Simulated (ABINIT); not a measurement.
Runs of ABINIT 10.8.3 (patched build) on GaN. The structure is hexagonal, space group P6_3mc (No. 186). Conventional cell: a = 3.180 Å, b = 3.180 Å, c = 5.166 Å, α = 90.00°, β = 90.00°, γ = 120.00°. Ga (site symmetry 3m) has 4 N at 1.94 to 1.95 Å as nearest neighbours. N (site symmetry 3m) has 4 Ga at 1.94 to 1.95 Å as nearest neighbours. 

```tsv
task	level	potentials or basis	k mesh	mesh quality	gap on the mesh (eV)	largest force (eV/Å)
single point	LDA	JTH PAW LDA v2.0	8 × 8 × 4	not flagged	1.97	0.13
single point	LDA	JTH PAW LDA v2.0	6 × 6 × 3	not flagged	1.97	(a)
band structure	LDA	JTH PAW LDA v2.0	10 × 10 × 5	not flagged	1.97	0.13
single point	PBEsol	JTH PAW PBE v2.0	6 × 6 × 3	not flagged	1.90	0.13
single point	PBEsol	JTH PAW PBE v2.0	4 × 4 × 2	coarse	1.89	0.13
band structure	WC	JTH PAW PBE v2.0	10 × 10 × 5	not flagged	1.89	0.13
band structure	LDA-Teter	JTH PAW LDA v2.0	10 × 10 × 5	not flagged	1.97	0.13
band structure	LDA-VWN	JTH PAW LDA v2.0	10 × 10 × 5	not flagged	1.97	0.13
```

Alike in all rows: no spin polarisation; cell as given; cutoff (eV) 680; smearing fermi-dirac 0.05 eV.

Task: Fill in the values left out.

Result: (a) 0.12.

Caveats: some runs use coarse meshes; the PAW data sets were made with another functional, which shifts forces and pressure a little (some runs).

A k mesh can miss the band edges, and the runs leave out spin-orbit coupling on Ga.

Runs at the PBE level aren't shown here.
